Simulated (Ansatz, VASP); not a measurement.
# One calculation of Ta, two programs

INCAR

```
SYSTEM = Ta
  ALGO = Normal
  EDIFF = 1E-7
  ENCUT = 520
  GGA = PE
  ISIF = 2
  ISMEAR = 0
  LASPH = .TRUE.
  LCHARG = .FALSE.
  LREAL = .FALSE.
  LWAVE = .FALSE.
  NBANDS = 12
  NELM = 60
  PREC = Accurate
  SIGMA = 0.05
```

KPOINTS

```
k-points
0
G
  16 16 16
  0 0 0
```

POSCAR

```
Ta
1.0
    0.0000000000      2.1122865884      2.1122865884
    2.1122865884      0.0000000000      2.1122865884
    2.1122865884      2.1122865884      0.0000000000
Ta
1
Direct
    0.0000000000      0.0000000000      0.0000000000
```

Input for Ansatz:

```yaml
crystal:
  lattice:
    - [0.0, 2.1122865884, 2.1122865884]
    - [2.1122865884, 0.0, 2.1122865884]
    - [2.1122865884, 2.1122865884, 0.0]
  atoms:
    - { symbol: Ta, position: [0.0, 0.0, 0.0] }
kpoints:
  mp_grid: { grid: [16, 16, 16] }
  band_path:
    path:
      - [0.0, 0.0, 0.0]
      - [0.5, 0.0, 0.5]
      - [0.625, 0.25, 0.625]
      - [0.375, 0.375, 0.75]
      - [0.0, 0.0, 0.0]
      - [0.5, 0.5, 0.5]
      - [0.5, 0.25, 0.75]
      - [0.5, 0.0, 0.5]
    npoints: 14
scf:
  occupations: { method: gaussian, width: 0.05 }
hamiltonian:
  xc: pbe
  pseudopotentials: { kind: all_electron, lapw: { basis_error: 0.001 } }
output:
  forces: true
  stress: true
  eigenvalues: true
  populations: true
```

This isn't the form of Ta at room conditions, which is bcc.

Alike in both runs: task single point; functional PBE; k mesh 16 × 16 × 16; occupations gaussian, width 0.05 eV; no spin polarisation.

```csv
,VASP,Ansatz
version,VASP 6.6.1,Ansatz 0.2.0
potentials or method,"VASP PAW PBE potentials, release 64 (Ta_pv)","all-electron LAPW, scalar-relativistic"
plane-wave cutoff (eV),520,see its input
```

```csv
,VASP,Ansatz,Ansatz less VASP
gap on the k mesh at the Fermi level (eV),none,none,-
pressure (GPa),-0.1,-0.1,0.00
```

A gap of «none» marks a metal or a gap that the smearing closes. Ansatz ran all-electron here, so the differences hold the error of VASP's frozen core and of both bases.

Spin-orbit coupling is left out, which matters for the levels of Ta.
